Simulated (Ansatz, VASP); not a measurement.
**ZnS in VASP and in Ansatz**

INCAR

```
PREC = Accurate ; ENCUT = 520
EDIFF = 1E-6 ; ISMEAR = -1
SIGMA = 0.02 ; LREAL = F
LASPH = T ; NELM = 60
ALGO = Normal ; ISIF = 2
LWAVE = F ; LCHARG = F
GGA = PE ; NBANDS = 16
```

Contents of KPOINTS:

```
regular mesh
0
Gamma
  8 8 8
```

The input POSCAR:

```
ZnS
1.0
   -0.1299707823      2.6883124089      2.6883124089
    2.6883124089     -0.1299707823      2.6883124089
    2.6883124089      2.6883124089     -0.1299707823
Zn S
1 1
Direct
   -0.0037214964     -0.0037214964     -0.0037214964
    0.2537214964      0.2537214964      0.2537214964
```

Input for Ansatz:

```yaml
crystal:
  lattice:
    - [-0.1299707823, 2.6883124089, 2.6883124089]
    - [2.6883124089, -0.1299707823, 2.6883124089]
    - [2.6883124089, 2.6883124089, -0.1299707823]
  atoms:
    - { symbol: Zn, position: [-0.0037214964, -0.0037214964, -0.0037214964] }
    - { symbol: S, position: [0.2537214964, 0.2537214964, 0.2537214964] }
kpoints:
  mp_grid: { grid: [8, 8, 8] }
  band_path:
    path:
      - [0.0, 0.0, 0.0]
      - [-0.5, -0.5, 0.0]
      - [-0.375, -0.375, 0.25]
      - [-0.375, 0.0, 0.375]
      - [0.0, 0.0, 0.5]
      - [-0.5, -0.25, 0.25]
    npoints: 1
hamiltonian:
  xc: pbe
scf:
  occupations: { method: fermi_dirac, width: 0.02 }
  n_extra_bands: 4
output:
  forces: true
  stress: true
  eigenvalues: true
```

Change from the starting cell: epitaxial_111 strain +4.6%.

Alike in both runs: task single point; functional PBE; k mesh 8 × 8 × 8; occupations fermi-dirac, width 0.02 eV; no spin polarisation.

|  | VASP | Ansatz |
| --- | --- | --- |
| version | VASP 6.6.1 | Ansatz 0.2.0 |
| potentials or method | VASP PAW PBE potentials, release 64 (Zn, S) | plane waves, PAW |
| plane-wave cutoff (eV) | 520 | 420 |
| valence electrons in the cell | 18 | 18 |

|  | VASP | Ansatz | Ansatz less VASP |
| --- | --- | --- | --- |
| gap on the k mesh at the Fermi level (eV) | 1.64 | 1.64 | -0.001 |
| pressure (GPa) | -2.0 | -2.1 | -0.13 |
| largest component of the traceless stress (GPa) | 2.06 | 2.06 | -0.005 |
| rms of the force components (eV/Å) | 0.013 | 0.011 | -0.0021 |

Atom by atom the forces differ by 0.002 eV/Å (rms over components). With one functional, cell and mesh, what is left measures potentials, basis and numerics.
